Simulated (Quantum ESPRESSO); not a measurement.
Br:

```
CELL_PARAMETERS angstrom
3.36325 -2.32255 0.00000
3.36325 2.32255 0.00000
0.00000 0.00000 8.70230
ATOMIC_POSITIONS crystal
Br 0.36510 0.63490 0.39010
Br 0.13490 0.86510 0.89010
Br 0.63490 0.36510 0.60990
Br 0.86510 0.13490 0.10990
```

```yaml
Program: Quantum ESPRESSO 7.5
Task: single point
Functional: PBEsol
Potentials_or_basis: GBRV 1.5 PBEsol
Cutoff: 612 eV
Density_cutoff: 4898 eV
k_mesh: 7 × 7 × 3
Occupations: fermi-dirac, width 0.05 eV
Spin: no spin polarisation
```

On this cell: pressure 0.3 GPa; largest force 0.826 eV/Å; band gap on the k mesh 1.83 eV, indirect (least direct gap 1.84 eV).

The same run follows on a disturbed copy (atoms moved at random, drawn with an rms of 0.05 Å):

```
Br
1.0
     3.36325   -2.32255    0.00000
     3.36325    2.32255    0.00000
     0.00000    0.00000    8.70230
Br
4
Direct
  0.36210 0.64457 0.38555
  0.13829 0.86548 0.88671
  0.62662 0.35413 0.61351
  0.86227 0.12977 0.10185
```

Task: What changes?

Result: The energy moves by +4.1 meV/atom; pressure -0.2 GPa; largest force 1.370 eV/Å; band gap on the k mesh 1.64 eV, indirect (least direct gap 1.70 eV).

Forces on the atoms (eV/Å):
```
Br  -0.058 -0.128  0.074
Br  -0.023 -0.639 -1.190
Br   0.067  0.136 -0.100
Br   0.014  0.632  1.216
```

Stress tensor (GPa, compression positive):
```
 0.05 -0.05 -0.01
-0.05 -0.84  1.98
-0.01  1.98  0.13
```

Caveats: an odd mesh through Γ misses points on the zone boundary, where band edges often lie.
